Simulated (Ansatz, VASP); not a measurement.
# Two plane-wave programs on PbS

The input INCAR:

```
SYSTEM = PbS
ALGO = Fast ; EDIFF = 1E-7
ENCUT = 520 ; GGA = PE
ISIF = 2 ; ISMEAR = 0
LASPH = .TRUE. ; LCHARG = .FALSE.
LREAL = .FALSE. ; LWAVE = .FALSE.
NBANDS = 17 ; NELM = 100
PREC = Accurate ; SIGMA = 0.1
```

File KPOINTS:

```
k-points
0
G
  6 6 6
  0 0 0
```

The input POSCAR:

```
PbS
1.0
    2.1126620000      1.2197460000      3.4519160000
   -2.1126620000      1.2197460000      3.4519160000
    0.0000000000     -2.4394920000      3.4519160000
Pb S
1 1
Direct
    0.9805660000      0.9805660000      0.9805660000
    0.4750360000      0.4750360000      0.4750360000
```

Input for Ansatz:

```yaml
crystal:
  lattice:
    - [2.112662, 1.219746, 3.451916]
    - [-2.112662, 1.219746, 3.451916]
    - [0.0, -2.439492, 3.451916]
  atoms:
    - { symbol: Pb, position: [0.980566, 0.980566, 0.980566] }
    - { symbol: S, position: [0.475036, 0.475036, 0.475036] }
basis:
  ecutwfc: 420
kpoints:
  mp_grid: { grid: [6, 6, 6] }
hamiltonian:
  xc: pbe
scf:
  occupations: { method: gaussian, width: 0.1 }
output:
  forces: true
  stress: true
  eigenvalues: true
```

The cell is a database's computed one.

Alike in both runs: task single point; functional PBE; k mesh 6 × 6 × 6; occupations gaussian, width 0.1 eV; no spin polarisation.

|  | VASP | Ansatz |
| --- | --- | --- |
| version | VASP 6.6.1 | Ansatz 0.2.0 |
| potentials or method | VASP PAW PBE potentials, release 64 (Pb_d, S) | scalar-relativistic, plane waves, PAW |
| plane-wave cutoff (eV) | 520 | 420 |
| valence electrons in the cell | 20 | 20 |

Ansatz gave:

- gap on the k mesh at the Fermi level (eV): 0.45
- least direct gap on the mesh (eV): 0.45
- pressure (GPa): 0.9
- rms of the force components (eV/Å): 0.007

Q: Estimate VASP's values.

A: gap on the k mesh at the Fermi level (eV): 0.46; least direct gap on the mesh (eV): 0.46; pressure (GPa): 0.8; rms of the force components (eV/Å): 0.007.

Atom by atom the forces differ by 0.000 eV/Å (rms over components).

Caveats: spin-orbit coupling is left out, which as a rule narrows the gap of such compounds by several tenths of an eV. A k mesh can miss the band edges.
